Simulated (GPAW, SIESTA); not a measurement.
A SIESTA input for a self-consistent single point of InN (P6_3mc, 8 atoms in the cell) (DFT, GGA PBE, numerical atomic orbitals DZP, PseudoDojo PBE standard norm-conserving potentials (rewritten from UPF to PSML)):

```
# files in the folder: In.psml N.psml (PseudoDojo PBE standard)
SystemName  InN
SystemLabel inn

NumberOfAtoms                8
NumberOfSpecies              2
%block ChemicalSpeciesLabel
  1 49 In
  2 7 N
%endblock ChemicalSpeciesLabel
LatticeConstant              3.400621 Ang
%block LatticeVectors
     1.000000000    0.000000000    0.000000000
    -0.500000147    0.866025352    0.000000000
     0.000000000    0.000000000    3.273743825
%endblock LatticeVectors
AtomicCoordinatesFormat      ScaledCartesian
%block AtomicCoordinatesAndAtomicSpecies
     0.000000000    0.000000000    0.000000000  1
     0.000000000    0.000000000    1.636871913  1
     0.500000451    0.288674829    2.455897143  1
    -0.000000598    0.577350524    0.819025230  1
     0.000000000    0.000000000    2.658803785  2
     0.000000000    0.000000000    1.021931872  2
     0.500000451    0.288674829    1.844067159  2
    -0.000000598    0.577350524    0.207195247  2
%endblock AtomicCoordinatesAndAtomicSpecies

XC.functional                GGA
XC.authors                   PBE
PAO.BasisSize                DZP
PAO.EnergyShift              0.01 Ry
MeshCutoff                   350 Ry
%block kgrid.MonkhorstPack
    9   0   0  0.0
    0   9   0  0.0
    0   0   3  0.0
%endblock kgrid.MonkhorstPack
OccupationFunction           FD
ElectronicTemperature        100.0 meV

MaxSCFIterations             150
SCF.Mixer.Method             Pulay
SCF.Mixer.Weight             0.2
SCF.Mixer.History            8
SCF.DM.Tolerance             1.0E-04
Diag.ParallelOverK           true
WriteForces                  true
Charge.Mulliken              end
```

Task: Give the GPAW input for the same structure, mesh, smearing and functional.

Result: This is the input that was run; spellings and numerical settings could be chosen otherwise.

```python
from ase import Atoms
from ase.units import GPa
from gpaw import GPAW, PW, FermiDirac

atoms = Atoms(['In', 'In', 'In', 'In', 'N', 'N', 'N', 'N'],
              cell=[[3.400621, 0.000000, 0.000000],
                    [-1.700311, 2.945024, 0.000000],
                    [0.000000, 0.000000, 11.132762]],
              positions=[[0.000000, 0.000000, 0.000000],
                         [0.000000, 0.000000, 5.566381],
                         [1.700312, 0.981674, 8.351575],
                         [-0.000002, 1.963350, 2.785194],
                         [0.000000, 0.000000, 9.041584],
                         [0.000000, 0.000000, 3.475203],
                         [1.700312, 0.981674, 6.270974],
                         [-0.000002, 1.963350, 0.704593]],
              pbc=True)

calc = GPAW(mode=PW(900),
            xc='PBE',
            kpts=(9, 9, 3),
            occupations=FermiDirac(0.1),
            nbands=-14,
            convergence={'density': 1e-05},
            symmetry={'symmorphic': False, 'tolerance': 0.0005},
            maxiter=120,
            txt='-')

atoms.calc = calc

energy = atoms.get_potential_energy()
print('Energy (eV):', round(energy, 6))
forces = atoms.get_forces()
print('Forces (eV/Ang):')
print(forces.round(5))
stress = atoms.get_stress()
print('Stress (GPa, Voigt):', (stress / GPa).round(4))
```

Basis settings and potentials, where a program has them, do not carry over. This input uses DFT PBE, plane waves, GPAW PAW datasets PBE (gpaw-data 1.0.1).

The starting cell was generated: these elements placed on a structure prototype, without a prior relaxation; it need not be a known phase or ordering of this composition. Its lattice was rescaled by a random factor within 2.5 % of one.
